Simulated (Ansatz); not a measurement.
# InP: equation of state

An exercise on one series of results from a longer session: the logs are not shown, and one member is left open.

Program: Ansatz 0.2.0. Level of theory: DFT PBE, scalar-relativistic. These are calculated values, not measurements.

### The structure to begin with

It takes space group Fm-3m (No. 225, cubic). Conventional cell: a = 5.710 Å, b = 5.710 Å, c = 5.710 Å, α = 90.00°, β = 90.00°, γ = 90.00°. In (site symmetry m-3m) has 6 P at 2.85 Å as nearest neighbours. P (site symmetry m-3m) is surrounded by 6 In at 2.85 Å.

As a file:

```xyz
2
Lattice="0.0000 2.8550 2.8550 2.8550 0.0000 2.8550 2.8550 2.8550 0.0000" Properties=species:S:1:pos:R:3 pbc="T T T"
In    0.0000    0.0000    0.0000
P     2.8550    2.8550    2.8550
```

The cell comes from a crystallographic database entry that wasn't checked; take it as a given geometry, which may be far from equilibrium.

Atoms are numbered in the order of the input: In1, P2.

The first run:

input.yaml

```yaml
crystal:
  lattice:
    - [0.0, 2.7972141245, 2.7972141245]
    - [2.7972141245, 0.0, 2.7972141245]
    - [2.7972141245, 2.7972141245, 0.0]
  atoms:
    - { symbol: In, position: [0.0, 0.0, 0.0] }
    - { symbol: P, position: [0.5, 0.5, 0.5] }
kpoints:
  mp_grid: { grid: [11, 11, 11] }
scf:
  occupations: { method: fermi_dirac, width: 0.03 }
hamiltonian:
  xc: pbe
  pseudopotentials: { kind: all_electron, lapw: { basis_error: 0.00025 } }
output:
  forces: true
  stress: true
  eigenvalues: true
```

Among the steps run: Volume × 0.9405, LAPW; Volume × 0.9405, PAW; Volume × 0.9405, crystal datasets; Volume × 0.97, LAPW; Volume × 0.97, PAW; Volume × 1.03, LAPW; Volume × 1.03, PAW; Volume × 1.06, LAPW; Volume × 1.06, PAW; Volume × 1.06, crystal datasets.

One of the session's tables, all rows but one given; the rest of the session is left out.

| method | volume (Å³/atom) | pressure (GPa) |
| --- | --- | --- |
| LAPW | 21.887 | -2.07 |
| LAPW | 22.573 | -3.88 |
| LAPW | 23.271 | -5.36 |
| LAPW | 23.969 | -6.60 |
| LAPW | 24.667 | -7.60 |
| PAW | 21.887 | ? |
| PAW | 22.573 | -3.89 |
| PAW | 23.271 | -5.37 |
| PAW | 23.969 | -6.61 |
| PAW | 24.667 | -7.61 |
| crystal datasets | 21.887 | -2.07 |
| crystal datasets | 23.271 | -5.36 |
| crystal datasets | 24.667 | -7.60 |

Estimate the missing values for PAW, 21.887.

The run gave: pressure (GPa): -2.08. In the column «pressure (GPa)» it lies between LAPW, 22.573 (-3.88) and LAPW, 21.887 (-2.07).

Caveats from the session: Warnings in the runs' records: gradients without spin orbit, crystal datasets made.
